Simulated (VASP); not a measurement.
CdTe: relaxation of cell and atoms with PBEsol

The system is CdTe.

```
Cd Te
1.0
     0.00000    3.20500    3.20500
     3.20500    0.00000    3.20500
     3.20500    3.20500    0.00000
Cd Te
1 1
Direct
  0.00000 0.00000 0.00000
  0.25000 0.25000 0.25000
```

* Program: VASP 6.6.1
* Task: relaxation of cell and atoms
* Functional: PBEsol
* Potentials or basis: VASP PAW PBE potentials, release 64 (Cd, Te)
* Cutoff: 600 eV
* k mesh: 8 × 8 × 8
* Occupations: gaussian, width 0.03 eV
* Spin: no spin polarisation
* Further INCAR settings: ALGO = Normal; EDIFF = 1e-06; IBRION = 2; EDIFFG = -0.01; NSW = 90; ISIF = 3

| Quantity | Value |
| --- | --- |
| Relaxed volume | 34.26 Å³/atom |
| Relaxed cell | a = 4.593 Å, b = 4.593 Å, c = 4.593 Å, α = 60.00°, β = 60.00°, γ = 60.00° |
| Space group after relaxing (to 0.05 Å) | F-43m (No. 216) |
| Energy gained by relaxing | 7.3 meV/atom |
| Ionic steps | 3 |
| Pressure after relaxing | 0.0 GPa |
| Band gap on the k mesh | 0.64 eV, direct |

Step by step:
```
step  energy change (eV)  largest force (eV/Å)  pressure (GPa)  volume (Å³)
   1              0.0000                0.0000            1.81        65.84
   2             -0.0129                0.0000           -0.54        69.46
   3             -0.0145                0.0000            0.00        68.52
```

Final structure:
```yaml
crystal:
  lattice:
    - [0.00000, 3.24780, 3.24780]
    - [3.24780, 0.00000, 3.24780]
    - [3.24780, 3.24780, 0.00000]
  atoms:
    - { symbol: Cd, position: [0.00000, 0.00000, 0.00000] }
    - { symbol: Te, position: [0.25000, 0.25000, 0.25000] }
```

Levels at points of the mesh, in eV from the valence-band top:
| k point | band 5 | band 6 | band 7 | band 8 | band 9 | band 10 | band 11 | band 12 | band 13 |
| --- | --- | --- | --- | --- | --- | --- | --- | --- | --- |
| (0.00, 0.00, 0.00) | -7.97 | -7.97 | 0.00 | 0.00 | 0.00 | 0.64 | 4.55 | 4.55 | 4.55 |
| (0.50, 0.00, 0.00) | -7.96 | -7.63 | -4.44 | -0.77 | -0.77 | 1.73 | 5.13 | 5.13 | 6.93 |
| (0.50, 0.50, 0.00) | -7.94 | -7.50 | -4.32 | -1.86 | -1.86 | 2.51 | 2.60 | 8.69 | 9.04 |

Run time: 17 s on 4 MPI ranks on Intel(R) Xeon(R) Platinum 8375C CPU @ 2.90GHz (Ice Lake), on a shared host, peak memory 0.23 GiB a rank.

Caveat: the PAW data sets were made with another functional, which shifts forces and pressure a little; spin-orbit coupling is left out, which moves the levels of the heavy elements. PBEsol gaps usually lie below the measured ones, often by a third to a half.
